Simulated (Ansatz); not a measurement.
**ZnSe: eigenvalues along the path**

```
CELL_PARAMETERS angstrom
0.00000 2.83380 2.83380
2.83380 0.00000 2.83380
2.83380 2.83380 0.00000
ATOMIC_POSITIONS crystal
Zn 0.00000 0.00000 0.00000
Se 0.75000 0.75000 0.75000
```

Atom numbers follow the list: Zn1, Se2.

The cell is COD entry 9008857, as deposited and not checked against the literature; nothing was relaxed.

Level of theory: Ansatz 0.2.0, DFT, PBE, all-electron LAPW, scalar-relativistic.

Numerical set-up: a Γ-centred 8×8×8 k mesh, Fermi–Dirac smearing of 0.03 eV, basis error target 1 meV/atom, no spin polarisation.

Path points, in fractions of the reciprocal vectors: Γ (0.000, 0.000, 0.000), X (-0.500, -0.500, 0.000), U (-0.375, -0.375, 0.250), K (-0.375, 0.000, 0.375), L (0.000, 0.000, 0.500), W (-0.500, -0.250, 0.250). Levels in eV from the valence-band top; bands 14 to 25, counted from the lowest band of the run. The gap is 1.29 eV, direct at Γ.

```
# k(1/Å) point b14 b15 b16 b17 b18 b19 b20 b21 b22 b23 b24 b25
0.000 Γ -13.26 -6.54 -6.54 -6.54 -6.17 -6.17 0.00 0.00 0.00 1.29 5.81 5.81
0.079 - -13.25 -6.54 -6.54 -6.54 -6.17 -6.17 -0.20 -0.04 -0.04 1.50 5.73 5.87
0.158 - -13.22 -6.54 -6.53 -6.53 -6.17 -6.17 -0.62 -0.15 -0.15 1.95 5.52 6.04
0.238 - -13.16 -6.54 -6.52 -6.52 -6.18 -6.16 -1.08 -0.32 -0.32 2.46 5.23 6.31
0.317 - -13.09 -6.55 -6.50 -6.50 -6.18 -6.16 -1.55 -0.53 -0.53 2.97 4.90 6.66
0.396 - -13.00 -6.55 -6.48 -6.48 -6.19 -6.15 -2.01 -0.77 -0.77 3.42 4.57 7.07
0.475 - -12.89 -6.55 -6.45 -6.45 -6.19 -6.15 -2.45 -1.01 -1.01 3.78 4.26 7.53
0.554 - -12.78 -6.55 -6.43 -6.43 -6.19 -6.14 -2.88 -1.25 -1.25 3.93 4.03 8.03
0.633 - -12.66 -6.54 -6.40 -6.40 -6.19 -6.14 -3.28 -1.47 -1.47 3.71 4.04 8.43
0.713 - -12.54 -6.53 -6.37 -6.37 -6.17 -6.13 -3.65 -1.68 -1.68 3.49 3.96 8.78
0.792 - -12.43 -6.53 -6.34 -6.34 -6.15 -6.13 -3.99 -1.85 -1.85 3.31 3.83 9.26
0.871 - -12.34 -6.52 -6.32 -6.32 -6.13 -6.10 -4.29 -1.99 -1.99 3.17 3.69 9.77
0.950 - -12.27 -6.51 -6.30 -6.30 -6.12 -6.05 -4.53 -2.10 -2.10 3.07 3.57 10.24
1.029 - -12.22 -6.51 -6.29 -6.29 -6.12 -6.01 -4.69 -2.16 -2.16 3.01 3.49 10.60
1.109 X -12.20 -6.51 -6.29 -6.29 -6.12 -5.99 -4.75 -2.18 -2.18 2.99 3.47 10.73
1.137 - -12.20 -6.51 -6.29 -6.29 -6.12 -5.99 -4.75 -2.19 -2.18 3.00 3.48 10.70
1.165 - -12.20 -6.50 -6.29 -6.29 -6.12 -5.99 -4.75 -2.22 -2.17 3.03 3.51 10.63
1.193 - -12.20 -6.50 -6.29 -6.28 -6.12 -5.98 -4.74 -2.26 -2.16 3.07 3.56 10.53
1.221 - -12.20 -6.50 -6.29 -6.28 -6.12 -5.98 -4.74 -2.32 -2.15 3.12 3.64 10.40
1.249 - -12.20 -6.49 -6.29 -6.28 -6.12 -5.97 -4.74 -2.40 -2.13 3.16 3.75 10.26
1.277 - -12.20 -6.49 -6.29 -6.28 -6.13 -5.96 -4.74 -2.48 -2.11 3.21 3.89 10.11
1.305 - -12.20 -6.48 -6.30 -6.28 -6.13 -5.95 -4.73 -2.56 -2.08 3.26 4.06 9.96
1.333 - -12.20 -6.48 -6.30 -6.28 -6.13 -5.94 -4.73 -2.65 -2.05 3.30 4.25 9.81
1.361 - -12.21 -6.47 -6.30 -6.27 -6.13 -5.94 -4.73 -2.74 -2.01 3.35 4.46 9.66
1.389 - -12.21 -6.47 -6.31 -6.27 -6.14 -5.93 -4.72 -2.82 -1.98 3.39 4.68 9.52
1.417 - -12.21 -6.46 -6.31 -6.26 -6.14 -5.92 -4.72 -2.90 -1.93 3.44 4.91 9.38
1.445 - -12.21 -6.46 -6.32 -6.26 -6.14 -5.91 -4.72 -2.97 -1.89 3.49 5.14 9.26
1.473 - -12.22 -6.45 -6.32 -6.25 -6.14 -5.91 -4.72 -3.03 -1.84 3.54 5.38 9.15
1.501 U -12.22 -6.45 -6.33 -6.24 -6.15 -5.90 -4.71 -3.08 -1.79 3.59 5.60 9.05
1.549 - -12.23 -6.45 -6.33 -6.24 -6.15 -5.90 -4.71 -3.09 -1.78 3.66 5.71 8.83
1.598 - -12.23 -6.44 -6.34 -6.23 -6.15 -5.90 -4.71 -3.09 -1.81 3.80 5.81 8.39
1.646 - -12.23 -6.44 -6.34 -6.23 -6.16 -5.90 -4.70 -3.06 -1.87 4.00 5.89 7.94
1.695 - -12.24 -6.43 -6.35 -6.22 -6.16 -5.90 -4.70 -3.02 -1.94 4.27 5.92 7.53
1.743 - -12.24 -6.43 -6.35 -6.21 -6.17 -5.90 -4.70 -2.98 -2.02 4.56 5.88 7.21
1.792 - -12.24 -6.42 -6.36 -6.21 -6.18 -5.91 -4.69 -2.94 -2.08 4.85 5.74 7.02
1.840 - -12.24 -6.42 -6.36 -6.20 -6.18 -5.91 -4.69 -2.92 -2.10 5.00 5.64 6.96
1.889 - -12.24 -6.42 -6.36 -6.21 -6.18 -5.91 -4.69 -2.94 -2.08 4.85 5.74 7.02
1.937 - -12.24 -6.43 -6.35 -6.21 -6.17 -5.90 -4.70 -2.98 -2.02 4.56 5.88 7.21
1.985 - -12.24 -6.43 -6.35 -6.22 -6.16 -5.90 -4.70 -3.02 -1.94 4.27 5.92 7.53
2.034 - -12.23 -6.44 -6.34 -6.23 -6.16 -5.90 -4.70 -3.06 -1.87 4.00 5.89 7.94
2.082 - -12.23 -6.44 -6.34 -6.23 -6.15 -5.90 -4.71 -3.09 -1.81 3.80 5.81 8.39
2.131 - -12.23 -6.45 -6.33 -6.24 -6.15 -5.90 -4.71 -3.09 -1.78 3.66 5.71 8.83
2.179 K -12.22 -6.45 -6.33 -6.24 -6.15 -5.90 -4.71 -3.08 -1.79 3.59 5.60 9.05
2.263 - -12.25 -6.44 -6.35 -6.22 -6.16 -5.92 -4.69 -3.15 -1.62 3.75 6.15 8.71
2.347 - -12.29 -6.44 -6.37 -6.20 -6.16 -5.96 -4.63 -3.11 -1.44 3.92 6.41 8.18
2.431 - -12.35 -6.44 -6.39 -6.20 -6.17 -6.04 -4.50 -2.96 -1.24 4.06 6.42 7.64
2.515 - -12.43 -6.44 -6.41 -6.24 -6.18 -6.10 -4.31 -2.72 -1.04 4.14 6.38 7.13
2.599 - -12.52 -6.44 -6.43 -6.31 -6.18 -6.13 -4.04 -2.43 -0.84 4.13 6.40 6.68
2.683 - -12.63 -6.45 -6.45 -6.38 -6.18 -6.14 -3.72 -2.10 -0.66 4.00 6.28 6.51
2.767 - -12.75 -6.47 -6.46 -6.44 -6.18 -6.15 -3.33 -1.74 -0.50 3.79 5.97 6.66
2.851 - -12.86 -6.49 -6.48 -6.46 -6.18 -6.15 -2.89 -1.36 -0.35 3.52 5.73 6.47
2.935 - -12.97 -6.51 -6.50 -6.48 -6.18 -6.16 -2.41 -1.00 -0.24 3.20 5.59 6.28
3.019 - -13.07 -6.53 -6.51 -6.50 -6.18 -6.16 -1.88 -0.67 -0.15 2.83 5.55 6.12
3.103 - -13.15 -6.53 -6.52 -6.52 -6.17 -6.17 -1.32 -0.39 -0.08 2.41 5.58 5.99
3.187 - -13.21 -6.54 -6.53 -6.53 -6.17 -6.17 -0.76 -0.18 -0.03 1.96 5.67 5.89
3.271 - -13.25 -6.54 -6.54 -6.54 -6.17 -6.17 -0.25 -0.04 -0.01 1.52 5.77 5.83
3.355 Γ -13.26 -6.54 -6.54 -6.54 -6.17 -6.17 0.00 0.00 0.00 1.29 5.81 5.81
3.424 - -13.25 -6.54 -6.54 -6.54 -6.17 -6.17 -0.18 -0.01 -0.01 1.45 5.79 5.84
3.492 - -13.23 -6.54 -6.53 -6.53 -6.17 -6.17 -0.59 -0.05 -0.05 1.78 5.76 5.90
3.561 - -13.19 -6.53 -6.53 -6.53 -6.17 -6.17 -1.07 -0.11 -0.11 2.12 5.74 6.01
3.630 - -13.13 -6.53 -6.52 -6.52 -6.17 -6.17 -1.57 -0.19 -0.19 2.41 5.79 6.13
3.698 - -13.06 -6.52 -6.51 -6.51 -6.17 -6.17 -2.07 -0.28 -0.28 2.61 5.94 6.26
3.767 - -12.98 -6.50 -6.50 -6.50 -6.17 -6.17 -2.56 -0.38 -0.38 2.72 6.21 6.37
3.835 - -12.90 -6.49 -6.49 -6.48 -6.17 -6.17 -3.04 -0.48 -0.48 2.75 6.44 6.44
3.904 - -12.81 -6.48 -6.48 -6.44 -6.17 -6.17 -3.50 -0.57 -0.57 2.74 6.48 6.48
3.973 - -12.72 -6.47 -6.47 -6.39 -6.16 -6.16 -3.92 -0.65 -0.65 2.70 6.49 6.49
4.041 - -12.64 -6.46 -6.46 -6.32 -6.16 -6.16 -4.31 -0.73 -0.73 2.65 6.47 6.47
4.110 - -12.57 -6.46 -6.46 -6.24 -6.16 -6.16 -4.65 -0.79 -0.79 2.61 6.44 6.44
4.178 - -12.52 -6.45 -6.45 -6.15 -6.15 -6.14 -4.93 -0.83 -0.83 2.58 6.42 6.42
4.247 - -12.48 -6.45 -6.45 -6.15 -6.15 -6.05 -5.14 -0.86 -0.86 2.55 6.40 6.40
4.315 L -12.47 -6.45 -6.45 -6.15 -6.15 -6.01 -5.22 -0.87 -0.87 2.55 6.39 6.39
4.371 - -12.47 -6.45 -6.45 -6.15 -6.15 -6.01 -5.21 -0.93 -0.88 2.61 6.34 6.42
4.427 - -12.46 -6.45 -6.45 -6.16 -6.15 -6.00 -5.19 -1.09 -0.92 2.79 6.22 6.51
4.483 - -12.44 -6.45 -6.44 -6.17 -6.15 -6.00 -5.15 -1.32 -0.98 3.04 6.06 6.66
4.539 - -12.42 -6.45 -6.43 -6.18 -6.15 -5.99 -5.10 -1.59 -1.07 3.34 5.89 6.87
4.595 - -12.40 -6.44 -6.42 -6.19 -6.15 -5.98 -5.03 -1.88 -1.18 3.65 5.74 7.11
4.651 - -12.37 -6.44 -6.41 -6.19 -6.16 -5.97 -4.96 -2.15 -1.31 3.95 5.63 7.32
4.707 - -12.34 -6.43 -6.40 -6.20 -6.16 -5.96 -4.89 -2.41 -1.46 4.23 5.55 7.41
4.763 - -12.31 -6.43 -6.39 -6.20 -6.17 -5.95 -4.82 -2.62 -1.63 4.49 5.53 7.34
4.819 - -12.28 -6.43 -6.37 -6.20 -6.17 -5.93 -4.75 -2.79 -1.81 4.72 5.55 7.19
4.875 - -12.25 -6.42 -6.36 -6.20 -6.18 -5.91 -4.71 -2.90 -2.00 4.91 5.61 7.03
4.931 - -12.23 -6.42 -6.35 -6.20 -6.19 -5.90 -4.68 -2.94 -2.19 5.08 5.67 6.91
4.987 - -12.21 -6.42 -6.34 -6.20 -6.19 -5.88 -4.68 -2.92 -2.38 5.23 5.68 6.88
5.043 - -12.20 -6.42 -6.33 -6.20 -6.20 -5.87 -4.68 -2.84 -2.55 5.38 5.63 6.93
5.099 W -12.20 -6.42 -6.33 -6.20 -6.20 -5.87 -4.68 -2.76 -2.66 5.48 5.56 6.97
5.139 - -12.20 -6.42 -6.33 -6.21 -6.19 -5.87 -4.68 -2.75 -2.65 5.40 5.51 7.07
5.179 - -12.20 -6.43 -6.33 -6.22 -6.18 -5.87 -4.68 -2.73 -2.64 5.19 5.37 7.32
5.218 - -12.20 -6.43 -6.33 -6.23 -6.17 -5.88 -4.69 -2.70 -2.61 4.93 5.18 7.64
5.258 - -12.20 -6.44 -6.32 -6.24 -6.16 -5.89 -4.70 -2.66 -2.58 4.65 4.96 8.01
5.297 - -12.20 -6.44 -6.32 -6.25 -6.15 -5.90 -4.70 -2.60 -2.53 4.38 4.73 8.40
5.337 - -12.20 -6.45 -6.32 -6.26 -6.14 -5.91 -4.71 -2.54 -2.49 4.12 4.51 8.81
5.376 - -12.20 -6.46 -6.31 -6.27 -6.14 -5.93 -4.72 -2.48 -2.43 3.88 4.29 9.22
5.416 - -12.20 -6.47 -6.31 -6.27 -6.13 -5.94 -4.73 -2.42 -2.38 3.66 4.09 9.60
5.456 - -12.20 -6.48 -6.30 -6.28 -6.13 -5.95 -4.73 -2.35 -2.33 3.46 3.91 9.87
5.495 - -12.20 -6.49 -6.30 -6.28 -6.13 -5.96 -4.74 -2.30 -2.28 3.30 3.76 10.13
5.535 - -12.20 -6.50 -6.29 -6.28 -6.12 -5.97 -4.74 -2.25 -2.24 3.16 3.63 10.36
5.574 - -12.20 -6.50 -6.29 -6.28 -6.12 -5.98 -4.75 -2.21 -2.21 3.07 3.54 10.55
5.614 - -12.20 -6.51 -6.29 -6.28 -6.12 -5.99 -4.75 -2.19 -2.19 3.01 3.49 10.68
5.654 X -12.20 -6.51 -6.29 -6.29 -6.12 -5.99 -4.75 -2.18 -2.18 2.99 3.47 10.73
```
